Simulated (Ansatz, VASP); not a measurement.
# TiC in VASP and in Ansatz

The input INCAR:

```
ALGO = Normal
EDIFF = 1E-6
EDIFFG = -0.01
ENCUT = 600
GGA = PS
IBRION = 2
ISIF = 3
ISMEAR = -1
IVDW = 13
LASPH = T
LCHARG = F
LREAL = F
LWAVE = F
NELM = 100
NSW = 80
PREC = Accurate
SIGMA = 0.05
```

Contents of KPOINTS:

```
k-points
0
Gamma
  11 11 11
```

File POSCAR:

```
TiC
1.0
    0.0000000000      2.1657188437      2.1657188437
    2.1657188437      0.0000000000      2.1657188437
    2.1657188437      2.1657188437      0.0000000000
Ti C
1 1
Direct
    0.0000000000      0.0000000000      0.0000000000
    0.5000000000      0.5000000000      0.5000000000
```

File input.yaml:

```yaml
crystal:
  lattice:
    - [0.0, 2.1657188437, 2.1657188437]
    - [2.1657188437, 0.0, 2.1657188437]
    - [2.1657188437, 2.1657188437, 0.0]
  atoms:
    - { symbol: Ti, position: [0.0, 0.0, 0.0] }
    - { symbol: C, position: [0.5, 0.5, 0.5] }
kpoints:
  mp_grid: { grid: [11, 11, 11] }
scf:
  occupations: { method: fermi_dirac, width: 0.05 }
hamiltonian:
  xc: pbesol
  dispersion: d4
  pseudopotentials: { kind: all_electron, lapw: { basis_error: 0.001 } }
output:
  forces: true
  stress: true
relax:
  f_tol: 0.01
  max_steps: 60
  cell: {}
```

The cell is a database's computed one.

Alike in both runs: task relaxation of cell and atoms; functional PBEsol; dispersion D4; k mesh 11 × 11 × 11; occupations fermi-dirac, width 0.05 eV; no spin polarisation.

|  | VASP | Ansatz |
| --- | --- | --- |
| version | VASP 6.6.1 | Ansatz 0.2.0 |
| potentials or method | VASP PAW PBE potentials, release 64 (Ti_sv, C) | all-electron LAPW, scalar-relativistic |
| plane-wave cutoff (eV) | 600 | see its input |

Ansatz gave:

```
relaxed volume (Å³/atom)                                     : 9.79
relaxed cell length with the largest relative difference (Å) : 3.025
energy change over the relaxation (meV/atom)                 : -11
```

Question: Estimate VASP's values.

Answer: Relaxed volume (Å³/atom): 9.80; relaxed cell length with the largest relative difference (Å): 3.026; energy change over the relaxation (meV/atom): -11.

Ansatz ran all-electron here, so the differences hold the error of VASP's frozen core and of both bases.

Caveats: the PAW data sets were made with another functional, which shifts forces and pressure a little (VASP); pairwise dispersion overbinds metals, which lowers pressure and volume (VASP).
